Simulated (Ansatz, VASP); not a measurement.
# TePb in VASP and in Ansatz

The input INCAR:

```
SYSTEM = TePb
PREC     = Accurate       ! precision mode
ENCUT    = 520            ! plane-wave cutoff, eV
EDIFF    = 1E-6           ! SCF threshold, eV
ISMEAR   = -1             ! smearing method
SIGMA    = 0.05           ! smearing width, eV
LREAL    = .False.        ! projectors in reciprocal space
LASPH    = .True.         ! aspherical terms in the spheres
NELM     = 80             ! most SCF steps
ALGO     = Normal         ! electronic algorithm
ISIF     = 2              ! what is computed and relaxed
LWAVE    = .False.        ! write WAVECAR
LCHARG   = .False.        ! write CHGCAR
GGA      = PE             ! functional
ALDAC    = 0.0          
AGGAC    = 0.0          
NBANDS   = 17             ! bands
```

Contents of KPOINTS:

```
Automatic mesh
0
Gamma
  7 7 7
  0 0 0
```

File POSCAR:

```
TePb
1.0
    0.0000000000      3.2523979746      3.2523979746
    3.2523979746      0.0000000000      3.2523979746
    3.2523979746      3.2523979746      0.0000000000
Pb Te
1 1
Direct
    0.0000000000      0.0000000000      0.0000000000
    0.5000000000      0.5000000000      0.5000000000
```

Contents of input.yaml:

```yaml
crystal:
  lattice:
    - [0.0, 3.2523979746, 3.2523979746]
    - [3.2523979746, 0.0, 3.2523979746]
    - [3.2523979746, 3.2523979746, 0.0]
  atoms:
    - { symbol: Pb, position: [0.0, 0.0, 0.0] }
    - { symbol: Te, position: [0.5, 0.5, 0.5] }
hamiltonian:
  xc: { exchange: pbe, correlation: none }
  pseudopotentials: { kind: paw }
kpoints:
  mp_grid: { grid: [7, 7, 7] }
scf:
  occupations: { method: fermi_dirac, width: 0.05 }
output:
  forces: true
  stress: true
  eigenvalues: true
```

Alike in both runs: task single point; functional PBE exchange alone; k mesh 7 × 7 × 7; occupations fermi-dirac, width 0.05 eV; no spin polarisation.

|  | VASP | Ansatz |
| --- | --- | --- |
| version | VASP 6.6.1 | Ansatz 0.2.0 |
| potentials or method | VASP PAW PBE potentials, release 64 (Pb_d, Te) | Ansatz PAW |
| plane-wave cutoff (eV) | 520 | 420 |
| valence electrons in the cell | 20 | 30 |

```csv
,VASP,Ansatz,Ansatz less VASP
gap on the k mesh at the Fermi level (eV),1.12,1.12,-0.001
least direct gap on the mesh (eV),1.12,1.12,-0.001
pressure (GPa),9.0,9.0,+0.01
```

The functional is the same, so the differences come from potentials, cutoffs and numerics. The two sets of potentials don't hold the same shells in valence.

Caveats: the PAW data sets come from PBE, with cores solved anew for the run's functional, which leaves a small shift of forces and pressure (Ansatz). The runs have no spin-orbit coupling, so splittings on Pb, Te are missing.
